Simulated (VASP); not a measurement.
# Be (Im-3m) in VASP: reference runs

How does Be come out in PBE? The cell is run as given and disturbed.

Program: VASP 6.6.1. These are calculated values, not measurements. Logs are shortened: lines on timing, memory, paths and dates and some standing lists are left out, and cuts for length are marked.

## 1. The structure

Symmetry: Im-3m, No. 229, cubic system. Conventional cell: a = 2.506 Å, b = 2.506 Å, c = 2.506 Å, α = 90.00°, β = 90.00°, γ = 90.00°. Be (site symmetry m-3m) has 8 Be at 2.17 Å as nearest neighbours.

This isn't the form of Be at room conditions, which is hcp.

## 2. Single point, PBE

INCAR reads:

```
ALGO = Normal ; EDIFF = 1E-7
ENCUT = 520 ; GGA = PE
ISIF = 2 ; ISMEAR = -1
LASPH = True ; LCHARG = True
LELF = True ; LREAL = False
LVHAR = True ; LWAVE = False
NBANDS = 7 ; NELM = 80
PREC = Accurate ; SIGMA = 0.05
```

KPOINTS reads:

```
k-points
0
Gamma
  15 15 15
```

POSCAR reads:

```
Be
1.0
   -1.2531209513      1.2531209513      1.2531209513
    1.2531209513     -1.2531209513      1.2531209513
    1.2531209513      1.2531209513     -1.2531209513
Be
1
Direct
    0.0000000000      0.0000000000      0.0000000000
```

Potentials or basis: VASP PAW PBE potentials, release 64 (Be).

Launch:

```sh
cat potpaw_PBE.64/Be/POTCAR > POTCAR
mpirun -np 1 vasp_std > vasp.out
```

OUTCAR:

```text
EDIFF = 1E-7
   ENCUT = 520
   GGA = PE
   ISIF = 2
   ISMEAR = -1
   LASPH = True
   LREAL = False
   NELM = 80
   PREC = Accurate

 ion  position               nearest neighbor table
   1  0.000  0.000  0.000-

  LATTYP: Found a body centered cubic cell.
 ALAT       =     2.5062419026

  Lattice vectors:

 A1 = (  -1.2531209513,   1.2531209513,   1.2531209513)
 A2 = (   1.2531209513,  -1.2531209513,   1.2531209513)
 A3 = (   1.2531209513,   1.2531209513,  -1.2531209513)

Analysis of symmetry for initial positions (statically):
=====================================================================
 Subroutine PRICEL returns:
 Original cell was already a primitive cell.

 Routine SETGRP: Setting up the symmetry group for a
 body centered cubic supercell.

 Subroutine GETGRP returns: Found 48 space group operations
 (whereof 48 operations were pure point group operations)
 out of a pool of 48 trial point group operations.

The static configuration has the point symmetry O_h .

Analysis of symmetry for dynamics (positions and initial velocities):
=====================================================================
 Subroutine PRICEL returns:
 Original cell was already a primitive cell.

 Routine SETGRP: Setting up the symmetry group for a
 body centered cubic supercell.

 Subroutine GETGRP returns: Found 48 space group operations
 (whereof 48 operations were pure point group operations)
 out of a pool of 48 trial point group operations.

The dynamic configuration has the point symmetry O_h .

 Subroutine INISYM returns: Found 48 space group operations
 (whereof 48 operations are pure point group operations),
 and found     1 'primitive' translations

----------------------------------------------------------------------------------------

                                     Primitive cell

  volume of cell :       7.8712

  direct lattice vectors                    reciprocal lattice vectors
    -1.253120951  1.253120951  1.253120951     0.000000000  0.399003783  0.399003783
     1.253120951 -1.253120951  1.253120951     0.399003783  0.000000000  0.399003783
     1.253120951  1.253120951 -1.253120951     0.399003783  0.399003783  0.000000000

  length of vectors
     2.170469156  2.170469156  2.170469156     0.564276561  0.564276561  0.564276561

[... 103 lines left out ...]
   NELM   =     80;   NELMIN=  2; NELMDL= -5     # of ELM steps
   EDIFF  = 0.1E-06   stopping-criterion for ELM
   LREAL  =      F    real-space projection
   EDIFFG = 0.1E-05   stopping-criterion for IOM
   NSW    =      0    number of steps for IOM
   IBRION =     -1    ionic relax: 0-MD 1-quasi-New 2-CG
   NFREE  =      0    steps in history (QN), initial steepest desc. (CG)
   ISIF   =      2    stress and relaxation
   ISYM   =      2    0-nonsym 1-usesym 2-fastsym
   POTIM  = 0.5000    time-step for ionic-motion
   TEBEG  =    0.0;   TEEND  =   0.0 temperature during run
   PSTRESS=    0.0 pullay stress
   NELECT =       2.0000    total number of electrons
   NUPDOWN=      -1.0000    fix difference up-down
   EMIN   =  10.00;   EMAX   =-10.00  energy-range for DOS
   EFERMI =   0.00;   METHOD = LEGACY
   ISMEAR =    -1;   SIGMA  =   0.05  broadening in eV -4-tet -1-fermi 0-gaus
   EFERMI_NEDOS =   21; number of points for ismear=-14 and -15
   IALGO  =     38    algorithm
   IMIX   =      4    mixing-type and parameters
     AMIX     =   0.40;   BMIX     =  1.00
     AMIX_MAG =   1.60;   BMIX_MAG =  1.00
  volume/ion in A,a.u.               =       7.87        53.12
  Fermi-wavevector in a.u.,A,eV,Ry     =   1.036904  1.959464 14.628572  1.075170
  Thomas-Fermi vector in A             =   2.171317
   LORBIT       =      0    0 simple, 1 ext, 2 COOP (PROOUT), +10 PAW based schemes
   GGA     = PE    functional components
   LHFCALC =     F    Hartree Fock is set to
   AEXX    =    0.0000 exact exchange contribution
   IVDW    =     0    specifies the selected vdW correction
   LEPSILON=     F    determine dielectric tensor
   LRPA    =     F    only Hartree local field effects (RPA)
 non-spin polarized calculation
  energy-cutoff  :      520.00
  volume of cell :        7.87
 maximum number of plane-waves:       236
   NGX =  7   NGY =  7   NGZ =  7

 number of electron       2.0000000 magnetization

 Free energy of the ion-electron system (eV)
  ---------------------------------------------------
  ext. energy  EPLUGINS =         0.00000000
  ---------------------------------------------------
  free energy    TOTEN  =        -3.66545016 eV

  energy without entropy =       -3.66432364  energy(sigma->0) =       -3.66488690

 E-fermi :   7.8383     XC(G=0): -10.6268

 val. band max:        7.8290901064   @ k =   0.2667   0.2667   0.2000
 cond. band min:       7.9332070726   @ k =  -0.4000  -0.4000   0.1333
 fundamental gap:      0.1041169662
 Fermi energy:         7.8382667423

 k-point     1 :       0.0000    0.0000    0.0000
  band No.  band energies     occupation
      1      -4.3149      2.00000
      2      27.2625      0.00000
      3      27.2625      0.00000
      4      27.2625      0.00000
      5      38.6199      0.00000
      6      38.6199      0.00000
      7      38.6199      0.00000
[... 381 lines left out ...]
 k-point    40 :      -0.1333    0.1333    0.0667
  band No.  band energies     occupation
      1      -3.5328      2.00000
      2      23.9583      0.00000
      3      24.5345      0.00000
      4      26.3303      0.00000
      5      33.1945      0.00000
      6      35.6211      0.00000
      7      37.3758      0.00000

 [... further k-points ...]

------------------------ aborting loop because EDIFF is reached ----------------------------------------

  FORCE on cell =-STRESS in cart. coord.  units (eV):
  Direction    XX          YY          ZZ          XY          YZ          ZX
  --------------------------------------------------------------------------------------
  -------------------------------------------------------------------------------------
  Total       -0.0334989     -0.0334989     -0.0334989     -0.0000000      0.0000000      0.0000000
  in kB       -6.8187156     -6.8187156     -6.8187156     -0.0000000      0.0000000      0.0000000
  external PRESSURE =      -6.8187156 kB  Pullay stress =       0.0000000 kB

 VOLUME and BASIS-vectors are now :
 -----------------------------------------------------------------------------
  energy-cutoff  :      520.00
  volume of cell :        7.87
      direct lattice vectors                 reciprocal lattice vectors
    -1.253120951  1.253120951  1.253120951     0.000000000  0.399003783  0.399003783
     1.253120951 -1.253120951  1.253120951     0.399003783  0.000000000  0.399003783
     1.253120951  1.253120951 -1.253120951     0.399003783  0.399003783  0.000000000

 POSITION                                       TOTAL-FORCE (eV/Angst)
 -----------------------------------------------------------------------------------
      0.00000      0.00000      0.00000         0.000000      0.000000     -0.000000
 -----------------------------------------------------------------------------------
    total drift:                               -0.000000     -0.000000     -0.000000

  FREE ENERGIE OF THE ION-ELECTRON SYSTEM (eV)
  ---------------------------------------------------
  free  energy   TOTEN  =        -3.6654501601 eV

  energy  without entropy=       -3.6643236386  energy(sigma->0) =       -3.66488690
```

OSZICAR:

```text
N       E                     dE             d eps       ncg     rms          rms(c)
DAV:   1    -0.245459681298E+01   -0.24546E+01   -0.11416E+03  1827   0.237E+02
DAV:   2    -0.369310497251E+01   -0.12385E+01   -0.11819E+01  2317   0.253E+01
DAV:   3    -0.369530770775E+01   -0.22027E-02   -0.22013E-02  1918   0.934E-01
DAV:   4    -0.369530807358E+01   -0.36583E-06   -0.36484E-06  2485   0.119E-02
DAV:   5    -0.369530807298E+01    0.59831E-09   -0.26488E-10  2009   0.554E-05    0.782E-01
DAV:   6    -0.367390374570E+01    0.21404E-01   -0.23819E-03  1883   0.473E-01    0.481E-01
DAV:   7    -0.366547143399E+01    0.84323E-02   -0.23471E-03  1785   0.493E-01    0.179E-02
DAV:   8    -0.366544993393E+01    0.21500E-04   -0.78806E-06  1904   0.242E-02    0.666E-03
DAV:   9    -0.366545017612E+01   -0.24219E-06   -0.95527E-07  2030   0.692E-03    0.308E-04
DAV:  10    -0.366545016014E+01    0.15985E-07   -0.10019E-09  1197   0.339E-04
   1 F= -.36654502E+01 E0= -.36648869E+01  d E =-.112652E-02
```

stdout:

```text
POSCAR found type information on POSCAR Be
 POSCAR found :  1 types and       1 ions
 scaLAPACK will be used
 LDA part: xc-table for (Slater+PW92), standard interpolation
 POSCAR, INCAR and KPOINTS ok, starting setup
 FFT: planning ... GRIDC
 FFT: planning ... GRID_SOFT
 FFT: planning ... GRID
 WAVECAR not read
 entering main loop
```

Run time: 2.2 s. Hardware: 1 thread of Intel Xeon Platinum 8375C at 2.90GHz (Ice Lake), shared host; peak memory 0.11 GiB.

What came out:

* Free energy: -3.6655 eV
* Pressure: -0.7 GPa
* Band gap on the k mesh: none (metal or under the smearing width)

Levels at points of the mesh, in eV from the Fermi level:
```tsv
k point	band 1	band 2	band 3	band 4
(0.00, 0.00, 0.00)	-12.15	19.42	19.42	19.42
```

(Part 1 of 2 ends here.)
